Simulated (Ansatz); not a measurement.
A set of 12 reactions (substitution), with CCSD(T)/CBS values in kJ/mol:

```json
{"reaction": "`NC(=S)[O][AlH2]` + H₂Se → `NC(=S)[SeH]` + `[OH][AlH2]`", "ΔE": "-12.4"}
{"reaction": "`C/N=C/O` + `CO[SiH2]S` → `CO[SiH2]SC` + `N=CO`", "ΔE": "-20.8"}
{"reaction": "`C=CCCCC` + `C=N` → `C=NCC` + `C=CCC`", "ΔE": "8.2"}
{"reaction": "`Cl[SiH2]CI` + HI → `ICI` + `[SiH3]Cl`", "ΔE": "59.6"}
{"reaction": "`N=COC[SeH]` + `O[SiH2]F` → `F[SiH2]OC[SeH]` + `N=CO`", "ΔE": "-10.7"}
{"reaction": "`C=CCCCC` + `O=CN[SiH3]` → `C=CN([SiH3])C=O` + `CCCC`", "ΔE": "14.2"}
{"reaction": "`[CH3][AlH][O][SiH2]C` + `[NH2][SnH2][OH]` → `C[NH][SnH2][OH]` + `[CH3][AlH][O][SiH3]`", "ΔE": "85.2"}
{"reaction": "`N[CH2][GeH2][SiH3]` + `N=C[SiH3]` → `NC/N=C/[SiH3]` + `[SiH3][GeH3]`", "ΔE": "17.0"}
{"reaction": "`FCF` + `[NH2][AlH2]` → `FC[NH][AlH2]` + H–F", "ΔE": "-18.0"}
{"reaction": "`B[C](=C)[AlH][CH3]` + `OC1NCS1` → `CN1CSC1O` + `B[C](=C)[AlH2]`", "ΔE": "37.2"}
{"reaction": "`FCI` + `SS` → `FCSS` + HI", "ΔE": "-19.8"}
{"reaction": "`C=CCCCC` + HI → `C=CCI` + `CCC`", "ΔE": "-4.1"}
```

Gas-phase electronic energies from Ansatz, PBE0-D4/def2-TZVP geometries. CBS: MP2 limit from def2 TZ/QZ plus the TZ coupled-cluster correction, frozen cores. This one scheme is used for every species. Double bonds are as drawn, so ΔE can hold a change between cis and trans. Functionals use def2-TZVPP. B3LYP here is the variant with VWN-RPA as its local correlation; programs differ in this. def2 core potentials past Kr. For Ge, I, Se, Sn outer-core shells are correlated without core-valence functions, which leaves a few kJ/mol of doubt a bond. Scalar relativity is left out up to krypton. One conformer a species, not always the lowest.

Task: Give the mean, mean absolute and largest difference (level minus CCSD(T)/CBS, kJ/mol) for: PBE-D4, r2SCAN-D4, PBE0-D4, ωB97M-V, PBE, PBE0, B3LYP, HF/def2-TZVPP, MP2/def2-TZVPP, SCS-MP2/def2-TZVPP, CCSD/def2-TZVPP, MP2/def2-QZVPP, HF/CBS(def2), CCSD/CBS(def2). (Estimate.)

Result: Computed: 
| level | mean | mean absolute | largest |
| --- | --- | --- | --- |
| PBE-D4 | -2.2 | 3.4 | -9.3 |
| r2SCAN-D4 | 0.1 | 4.8 | 11.3 |
| PBE0-D4 | -0.2 | 4.0 | 8.0 |
| ωB97M-V | 2.2 | 4.0 | 11.2 |
| PBE | -2.3 | 5.3 | -12.4 |
| PBE0 | -0.3 | 4.7 | -9.2 |
| B3LYP | -1.1 | 6.8 | 14.5 |
| HF/def2-TZVPP | 2.6 | 9.4 | 34.0 |
| MP2/def2-TZVPP | -1.1 | 2.1 | -10.1 |
| SCS-MP2/def2-TZVPP | -1.1 | 2.7 | -6.0 |
| CCSD/def2-TZVPP | 1.9 | 3.5 | 8.1 |
| MP2/def2-QZVPP | -1.6 | 2.4 | -11.6 |
| HF/CBS(def2) | 2.5 | 9.5 | 34.9 |
| CCSD/CBS(def2) | 1.1 | 1.4 | 5.0 |

The largest T1 diagnostic in the set is 0.017, for `NC(=S)[O][AlH2]` (customary mark 0.02).

CCSD(T)/CBS is a level of theory with its own doubt, and the functionals carry their triple-zeta basis error, so these figures describe this set and don't rank the functionals.
